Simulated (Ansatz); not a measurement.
# InAs under changes of volume

One of the cells (23.821 Å³/atom); the others are scaled copies at fixed shape and fractional positions:

```
In As
1.0
     0.00000    2.87730    2.87730
     2.87730    0.00000    2.87730
     2.87730    2.87730    0.00000
In As
1 1
Cartesian
  2.8773 2.8773 2.8773
  0.0000 0.0000 0.0000
```

Measurements of this composition are mostly on another form, of space group No. 216.

```yaml
Program: Ansatz 0.2.0
Functional: HSE06
Potentials_or_basis: Ansatz PAW
Cutoff: "420 eV (not typed: the program's choice for these potentials)"
k_mesh: 6 × 6 × 6
Occupations: fermi-dirac, width 0.05 eV
Spin: no spin polarisation
```

```tsv
volume (Å³/atom)	energy over the lowest point (meV/atom)	pressure (GPa)
22.392	?	?
22.868	0.00	0.1
23.344	1.63	-1.1
23.821	6.81	-2.4
24.297	15.59	-3.5
24.774	27.58	-4.5
25.250	42.44	-5.4
```

Q: What does the run at 22.392 Å³/atom give?

A: Energy over the lowest point 2.72 meV/atom; pressure 1.8 GPa.

Worked out: A Birch-Murnaghan fit of order 3 (a polynomial in V^(-2/3)) to the other rows has its minimum at 22.91 Å³/atom with B0 = V·E''(V) = 64 GPa (rough, since the energies scatter). It gives 2.45 meV/atom at 22.392 Å³/atom, against the run's 2.72, and -dE/dV = 1.5 GPa, against 1.8.

Energies are extrapolated to zero smearing.

Caveats: the PAW data sets come from PBE, with cores solved anew for the run's functional, which leaves a small shift of forces and pressure; the thresholds are loose for stress.
